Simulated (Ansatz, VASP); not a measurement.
## One calculation of Mo, two programs

Contents of INCAR:

```
ALGO     = Normal         # electronic algorithm
EDIFF    = 1E-6           # SCF threshold, eV
ENCUT    = 520            # plane-wave cutoff, eV
GGA      = RP             # functional
ISIF     = 2              # what is computed and relaxed
ISMEAR   = -1             # smearing method
LASPH    = True           # aspherical terms in the spheres
LCHARG   = True           # write CHGCAR
LELF     = True           # ELF
LREAL    = False          # projectors in reciprocal space
LVHAR    = True         
LWAVE    = False          # write WAVECAR
NBANDS   = 13             # bands
NELM     = 100            # most SCF steps
PREC     = Accurate       # precision mode
SIGMA    = 0.1            # smearing width, eV
```

Contents of KPOINTS:

```
k-points
0
Gamma
  13 13 13
```

POSCAR

```
Mo
1.0
    2.5458630527      0.0000000000      0.0000000000
    0.0000000000      2.5458630527      0.0000000000
    0.0000000000      0.0000000000      2.5458630527
Mo
1
Direct
    0.0000000000      0.0000000000      0.0000000000
```

Input for Ansatz:

```yaml
crystal:
  lattice:
    - [2.5458630527, 0.0, 0.0]
    - [0.0, 2.5458630527, 0.0]
    - [0.0, 0.0, 2.5458630527]
  atoms:
    - { symbol: Mo, position: [0.0, 0.0, 0.0] }
hamiltonian:
  xc: rpbe
  pseudopotentials:
    kind: paw
    azcp:
      Mo: "pseudopotentials/Mo.paw.azcp"
basis:
  ecutwfc: 420
  fft_grid_basis: typed
kpoints:
  mp_grid: { grid: [13, 13, 13], shift: [0, 0, 0] }
magnetization:
  spin_polarized: false
scf:
  occupations: { method: fermi_dirac, width: 0.1 }
  lower_state_search: "off"
output:
  stress: true
```

Alike in both runs: task single point; functional RPBE; k mesh 13 × 13 × 13; occupations fermi-dirac, width 0.1 eV; no spin polarisation.

|  | VASP | Ansatz |
| --- | --- | --- |
| version | VASP 6.6.1 | Ansatz 0.2.0 |
| potentials or method | VASP PAW PBE potentials, release 64 (Mo_sv) | plane waves (420 eV) with PAW, scalar-relativistic |
| plane-wave cutoff (eV) | 520 | 420 |
| valence electrons in the cell | 14 | 14 |

Ansatz gave:

```
pressure (GPa) : 17.1
```

Task: What did VASP give for the same quantities?

Result: Pressure (GPa): 17.7.

The functional is the same, so the differences come from potentials, cutoffs and numerics.

Caveats: so large a pressure means that the cell lies far from this level's equilibrium, or that cutoff or potentials fall short (VASP); the potentials were made for another functional, which shifts forces and pressure (VASP).
